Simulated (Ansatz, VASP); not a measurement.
BaS: VASP beside Ansatz

```
Ba S
1.0
     0.00000    2.87244    2.87244
     2.87244    0.00000    2.87244
     2.87244    2.87244    0.00000
Ba S
1 1
Direct
  0.00000 0.00000 0.00000
  0.50000 0.50000 0.50000
```

Alike in both runs: task single point; functional PBE; k mesh 8 × 8 × 8; occupations gaussian, width 0.02 eV; no spin polarisation.

|  | VASP | Ansatz |
| --- | --- | --- |
| version | VASP 6.6.1 | Ansatz 0.2.0 |
| potentials or method | VASP PAW PBE potentials, release 64 (Ba_sv, S) | scalar-relativistic, plane waves, PAW |
| plane-wave cutoff (eV) | 520 | 420 |
| valence electrons in the cell | 16 | 16 |

```tsv
	VASP	Ansatz	Ansatz less VASP
gap on the k mesh at the Fermi level (eV)	0.97	0.99	+0.021
least direct gap on the mesh (eV)	0.97	0.99	+0.021
pressure (GPa)	31.7	29.7	-1.92
```

Caveats: so large a pressure means that the cell lies far from this level's equilibrium, or that cutoff or potentials fall short (VASP); spin-orbit coupling is left out, which moves the levels of the heavy elements. A k mesh can miss the band edges.
